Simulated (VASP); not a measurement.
TiSi2, 6 atoms in the cell. Symmetry: Fddd, No. 70, orthorhombic system. The conventional cell has a = 4.779 Å, b = 8.235 Å, c = 8.526 Å, α = 90.00°, β = 90.00°, γ = 90.00°. Ti (site symmetry 222) is surrounded by 10 Si at 2.55 to 2.78 Å. Si (site symmetry 2) has 5 Si at 2.52 to 2.79 Å and 5 Ti at 2.55 to 2.78 Å as nearest neighbours. The cell is a database's computed one.

* Program: VASP 6.6.1
* Task: relaxation of cell and atoms
* Functional: PBEsol
* Dispersion: D3
* Potentials or basis: VASP PAW PBE potentials, release 64 (Ti_sv, Si)
* Cutoff: 600 eV
* k mesh: 7 × 7 × 7
* Occupations: fermi-dirac, width 0.05 eV
* Spin: no spin polarisation
* Further INCAR settings: ALGO = Fast; EDIFF = 1e-06; IBRION = 2; EDIFFG = -0.01; NSW = 40; ISIF = 3

Potentials or basis: VASP PAW PBE potentials, release 64 (Ti_sv, Si).

Run with:

```sh
$ cat potpaw_PBE.64/Ti_sv/POTCAR potpaw_PBE.64/Si/POTCAR > POTCAR
$ mpirun -np 1 vasp_std > vasp.out
```

Hardware: 1 thread of Intel(R) Xeon(R) 6975P-C (Granite Rapids) (shared host).

Task: Estimate the wall time of this run.

Result: It took 21 min on 1 thread of Intel(R) Xeon(R) 6975P-C (Granite Rapids), on a shared host, peak memory 0.4 GiB. Counts: scf iterations 181, k points 64, ion steps 11.
